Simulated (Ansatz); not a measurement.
## Molecular dynamics of Ba

The input (input.yaml):

```yaml
accuracy: low
crystal:
  lattice:
    - [10.04, 0.0, 0.0]
    - [0.0, 15.06, 0.0]
    - [0.0, 0.0, 18.53]
  atoms:
    - { symbol: Ba, position: [0.25, 0.16666667, 0.05396653] }
    - { symbol: Ba, position: [0.75, 0.16666667, 0.05396653] }
    - { symbol: Ba, position: [0.25, 0.5, 0.05396653] }
    - { symbol: Ba, position: [0.75, 0.5, 0.05396653] }
    - { symbol: Ba, position: [0.25, 0.83333333, 0.05396653] }
    - { symbol: Ba, position: [0.75, 0.83333333, 0.05396653] }
    - { symbol: Ba, position: [0.00869851, 0.03435536, 0.18121736] }
    - { symbol: Ba, position: [0.49961567, 0.02609407, 0.1926952] }
    - { symbol: Ba, position: [0.03526064, 0.34672726, 0.19183833] }
    - { symbol: Ba, position: [0.49621925, 0.32733206, 0.16987936] }
    - { symbol: Ba, position: [-0.0200717, 0.66541201, 0.21206706] }
    - { symbol: Ba, position: [0.54567058, 0.62771247, 0.18265165] }
    - { symbol: Ba, position: [0.28570217, 0.13721407, 0.35330683] }
    - { symbol: Ba, position: [0.74873651, 0.17859969, 0.33224815] }
    - { symbol: Ba, position: [0.26884197, 0.51494518, 0.31193459] }
    - { symbol: Ba, position: [0.75150059, 0.48243705, 0.31091976] }
    - { symbol: Ba, position: [0.26952204, 0.83458214, 0.30873665] }
    - { symbol: Ba, position: [0.72403852, 0.85541512, 0.28565025] }
    - { symbol: Ba, position: [-0.0327801, 0.0497844, 0.48460818] }
    - { symbol: Ba, position: [0.49826719, -0.06441603, 0.49074443] }
    - { symbol: Ba, position: [0.00189627, 0.36227147, 0.44642868] }
    - { symbol: Ba, position: [0.52631908, 0.39121108, 0.46635912] }
    - { symbol: Ba, position: [-0.02727661, 0.68947694, 0.43730909] }
    - { symbol: Ba, position: [0.53623594, 0.67545179, 0.43627491] }
basis:
  ecutwfc: 420.0
kpoints:
  mp_grid: { grid: [2, 1, 1] }
hamiltonian:
  xc: pbe
scf:
  occupations: { method: fermi_dirac, width: 0.05 }
  lower_state_search: "off"
md:
  timestep: 4.5
  n_steps: 120
  ensemble: nve
  temperature: 1400.0
  initial_velocities: maxwell_boltzmann
  seed: 404473
  constraints: [{ sites: [0, 1, 2, 3, 4, 5] }]
```

Run as:

```bash
$ ansatz run input.yaml --threads 4 --pin off --max-ram 10240MiB --backend cpu --events-out ev --progress --plain --runs-dir out
```

It goes on from the last frame of an earlier run, with new velocities.

Output, in part (one step line in 3):

```
md step     0: t =     0.00 fs  T =  1400.0 K  F+E_penalty+E_count = -142780.69291300 eV  E_kin = 3.257352 eV  conserved = -142777.43556102 eV  (10 SCF iters)
md step     3: t =    13.50 fs  T =  1390.9 K  F+E_penalty+E_count = -142780.67177959 eV  E_kin = 3.236263 eV  conserved = -142777.43551650 eV  (8 SCF iters)
md step     6: t =    27.00 fs  T =  1367.2 K  F+E_penalty+E_count = -142780.61653829 eV  E_kin = 3.181091 eV  conserved = -142777.43544777 eV  (2 SCF iters)
md step     9: t =    40.50 fs  T =  1332.7 K  F+E_penalty+E_count = -142780.53613223 eV  E_kin = 3.100764 eV  conserved = -142777.43536781 eV  (2 SCF iters)
md step    12: t =    54.00 fs  T =  1291.8 K  F+E_penalty+E_count = -142780.44088639 eV  E_kin = 3.005592 eV  conserved = -142777.43529485 eV  (3 SCF iters)
md step    15: t =    67.50 fs  T =  1248.9 K  F+E_penalty+E_count = -142780.34092578 eV  E_kin = 2.905696 eV  conserved = -142777.43522977 eV  (3 SCF iters)
md step    18: t =    81.00 fs  T =  1207.6 K  F+E_penalty+E_count = -142780.24497156 eV  E_kin = 2.809791 eV  conserved = -142777.43518064 eV  (3 SCF iters)
md step    21: t =    94.50 fs  T =  1171.1 K  F+E_penalty+E_count = -142780.15983987 eV  E_kin = 2.724692 eV  conserved = -142777.43514777 eV  (3 SCF iters)
md step    24: t =   108.00 fs  T =  1141.2 K  F+E_penalty+E_count = -142780.09043812 eV  E_kin = 2.655312 eV  conserved = -142777.43512629 eV  (3 SCF iters)
md step    27: t =   121.50 fs  T =  1119.5 K  F+E_penalty+E_count = -142780.03982128 eV  E_kin = 2.604702 eV  conserved = -142777.43511895 eV  (3 SCF iters)
md step    30: t =   135.00 fs  T =  1106.3 K  F+E_penalty+E_count = -142780.00923773 eV  E_kin = 2.574115 eV  conserved = -142777.43512232 eV  (9 SCF iters)
md step    33: t =   148.50 fs  T =  1101.7 K  F+E_penalty+E_count = -142779.99837180 eV  E_kin = 2.563237 eV  conserved = -142777.43513483 eV  (4 SCF iters)
md step    36: t =   162.00 fs  T =  1104.8 K  F+E_penalty+E_count = -142780.00562376 eV  E_kin = 2.570466 eV  conserved = -142777.43515802 eV  (3 SCF iters)
md step    39: t =   175.50 fs  T =  1114.4 K  F+E_penalty+E_count = -142780.02805012 eV  E_kin = 2.592856 eV  conserved = -142777.43519410 eV  (3 SCF iters)
md step    42: t =   189.00 fs  T =  1128.6 K  F+E_penalty+E_count = -142780.06106574 eV  E_kin = 2.625819 eV  conserved = -142777.43524629 eV  (3 SCF iters)
md step    45: t =   202.50 fs  T =  1144.6 K  F+E_penalty+E_count = -142780.09840074 eV  E_kin = 2.663093 eV  conserved = -142777.43530760 eV  (2 SCF iters)
md step    48: t =   216.00 fs  T =  1159.3 K  F+E_penalty+E_count = -142780.13270764 eV  E_kin = 2.697341 eV  conserved = -142777.43536659 eV  (3 SCF iters)
md step    51: t =   229.50 fs  T =  1169.7 K  F+E_penalty+E_count = -142780.15685809 eV  E_kin = 2.721446 eV  conserved = -142777.43541169 eV  (3 SCF iters)
md step    54: t =   243.00 fs  T =  1173.3 K  F+E_penalty+E_count = -142780.16541505 eV  E_kin = 2.729982 eV  conserved = -142777.43543255 eV  (3 SCF iters)
md step    57: t =   256.50 fs  T =  1169.1 K  F+E_penalty+E_count = -142780.15553700 eV  E_kin = 2.720102 eV  conserved = -142777.43543457 eV  (3 SCF iters)
md step    60: t =   270.00 fs  T =  1156.9 K  F+E_penalty+E_count = -142780.12709327 eV  E_kin = 2.691676 eV  conserved = -142777.43541740 eV  (8 SCF iters)
md step    63: t =   283.50 fs  T =  1137.7 K  F+E_penalty+E_count = -142780.08234377 eV  E_kin = 2.646958 eV  conserved = -142777.43538533 eV  (4 SCF iters)
md step    66: t =   297.00 fs  T =  1113.2 K  F+E_penalty+E_count = -142780.02544030 eV  E_kin = 2.590096 eV  conserved = -142777.43534476 eV  (3 SCF iters)
md step    69: t =   310.50 fs  T =  1085.8 K  F+E_penalty+E_count = -142779.96168266 eV  E_kin = 2.526380 eV  conserved = -142777.43530306 eV  (3 SCF iters)
md step    72: t =   324.00 fs  T =  1057.8 K  F+E_penalty+E_count = -142779.89654464 eV  E_kin = 2.461277 eV  conserved = -142777.43526759 eV  (3 SCF iters)
md step    75: t =   337.50 fs  T =  1031.3 K  F+E_penalty+E_count = -142779.83483826 eV  E_kin = 2.399600 eV  conserved = -142777.43523872 eV  (2 SCF iters)
md step    78: t =   351.00 fs  T =  1008.0 K  F+E_penalty+E_count = -142779.78041131 eV  E_kin = 2.345196 eV  conserved = -142777.43521539 eV  (2 SCF iters)
md step    81: t =   364.50 fs  T =   989.0 K  F+E_penalty+E_count = -142779.73635342 eV  E_kin = 2.301159 eV  conserved = -142777.43519458 eV  (3 SCF iters)
md step    84: t =   378.00 fs  T =   975.7 K  F+E_penalty+E_count = -142779.70528815 eV  E_kin = 2.270115 eV  conserved = -142777.43517297 eV  (2 SCF iters)
md step    87: t =   391.50 fs  T =   968.8 K  F+E_penalty+E_count = -142779.68929778 eV  E_kin = 2.254139 eV  conserved = -142777.43515867 eV  (2 SCF iters)
md step    90: t =   405.00 fs  T =   968.8 K  F+E_penalty+E_count = -142779.68929516 eV  E_kin = 2.254133 eV  conserved = -142777.43516260 eV  (8 SCF iters)
md step    93: t =   418.50 fs  T =   975.2 K  F+E_penalty+E_count = -142779.70406548 eV  E_kin = 2.268879 eV  conserved = -142777.43518606 eV  (4 SCF iters)
md step    96: t =   432.00 fs  T =   986.1 K  F+E_penalty+E_count = -142779.72964198 eV  E_kin = 2.294414 eV  conserved = -142777.43522817 eV  (3 SCF iters)
md step    99: t =   445.50 fs  T =   999.0 K  F+E_penalty+E_count = -142779.75971241 eV  E_kin = 2.324436 eV  conserved = -142777.43527681 eV  (3 SCF iters)
md step   102: t =   459.00 fs  T =  1010.8 K  F+E_penalty+E_count = -142779.78712792 eV  E_kin = 2.351812 eV  conserved = -142777.43531561 eV  (3 SCF iters)
md step   105: t =   472.50 fs  T =  1018.8 K  F+E_penalty+E_count = -142779.80582955 eV  E_kin = 2.370496 eV  conserved = -142777.43533353 eV  (2 SCF iters)
md step   108: t =   486.00 fs  T =  1021.7 K  F+E_penalty+E_count = -142779.81240100 eV  E_kin = 2.377078 eV  conserved = -142777.43532299 eV  (2 SCF iters)
md step   111: t =   499.50 fs  T =  1019.2 K  F+E_penalty+E_count = -142779.80673577 eV  E_kin = 2.371442 eV  conserved = -142777.43529372 eV  (3 SCF iters)
md step   114: t =   513.00 fs  T =  1012.7 K  F+E_penalty+E_count = -142779.79147349 eV  E_kin = 2.356218 eV  conserved = -142777.43525562 eV  (3 SCF iters)
md step   117: t =   526.50 fs  T =  1003.7 K  F+E_penalty+E_count = -142779.77039972 eV  E_kin = 2.335176 eV  conserved = -142777.43522407 eV  (2 SCF iters)
md step   120: t =   540.00 fs  T =   993.6 K  F+E_penalty+E_count = -142779.74698907 eV  E_kin = 2.311789 eV  conserved = -142777.43520003 eV  (8 SCF iters)
```

All steps were run. The conserved energy stayed within 0.019 meV per atom of its start (net change 0.015 meV per atom), so the integration is sound. A run of 0.54 ps of so small a system gives no equilibrium averages. Limits of this set-up: coarse k mesh, thin slab, slab without dipole correction, low accuracy level.

Mean squared displacements from the first frame to the last: Ba 1.32 Å².

Last frame:

```xyz
24
Lattice="10.0400 0.0000 0.0000 0.0000 15.0600 0.0000 0.0000 0.0000 18.5300" Properties=species:S:1:pos:R:3
Ba 2.510 2.510 1.000
Ba 7.530 2.510 1.000
Ba 2.510 7.530 1.000
Ba 7.530 7.530 1.000
Ba 2.510 12.550 1.000
Ba 7.530 12.550 1.000
Ba -0.261 -0.495 3.575
Ba 5.177 -0.220 3.769
Ba -0.794 5.269 3.252
Ba 5.186 4.584 3.575
Ba -0.372 10.399 3.667
Ba 5.288 10.030 3.577
Ba 2.096 2.314 5.614
Ba 7.783 2.202 6.033
Ba 2.430 7.519 5.985
Ba 7.303 7.473 5.645
Ba 2.371 11.903 6.298
Ba 7.233 11.222 6.938
Ba -0.216 -0.374 8.873
Ba 4.869 -0.034 7.814
Ba -0.685 5.525 8.734
Ba 3.562 4.265 9.429
Ba 1.054 9.656 9.687
Ba 5.637 8.835 9.409
```

Time of the run: 23 min on 4 threads of Intel(R) Xeon(R) Platinum 8259CL CPU @ 2.50GHz (Skylake/Cascade Lake), with other jobs on the host, peak memory 5.1 GiB.
